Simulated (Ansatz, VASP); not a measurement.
# Ca in VASP and in Ansatz

```
CELL_PARAMETERS angstrom
3.81174 0.00000 0.00000
0.00000 3.49776 0.00000
0.00000 0.00000 3.49776
ATOMIC_POSITIONS crystal
Ca 0.00000 0.00000 0.00000
```

Alike in both runs: task single point; functional PBE; k mesh 10 × 10 × 10; occupations gaussian, width 0.1 eV; no spin polarisation.

|  | VASP | Ansatz |
| --- | --- | --- |
| version | VASP 6.6.1 | Ansatz 0.2.0 |
| potentials or method | VASP PAW PBE potentials, release 64 (Ca_sv) | scalar-relativistic, plane waves, PAW |
| plane-wave cutoff (eV) | 520 | 420 |
| valence electrons in the cell | 10 | 10 |

```csv
,VASP,Ansatz,Ansatz less VASP
gap on the k mesh at the Fermi level (eV),none,none,-
pressure (GPa),-0.5,-0.5,+0.01
largest component of the traceless stress (GPa),2.34,2.33,-0.012
```

A gap of «none» marks a metal or a gap that the smearing closes. With one functional, cell and mesh, what is left measures potentials, basis and numerics.
